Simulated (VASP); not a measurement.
Given:

```xyz
3
Lattice="0.0000 2.9333 2.9333 2.9333 0.0000 2.9333 2.9333 2.9333 0.0000" Properties=species:S:1:pos:R:3 pbc="T T T"
Sr     0.0000     0.0000     0.0000
F      1.4667     1.4667     1.4667
F      4.4000     4.4000     4.4000
```

The numbers are results of PBE GGA, VASP's PBE PAW potentials (set 64) (plane waves; VASP), not measurements. Run with 520 eV cut-off, Gaussian smearing of 0.050 eV, potentials Sr_sv F.

Question: Predict the band gap (along the path) with the smallest direct gap where there is one.

Answer: 
| Item | Value |
|---|---|
| band gap (along the path) | 6.73 eV |
| smallest direct gap (along the path) | 6.84 eV |

Total energies compare only between runs with the same potentials, cut-off and functional.

The compound is SrF2 in the fluorite structure. It was relaxed first.
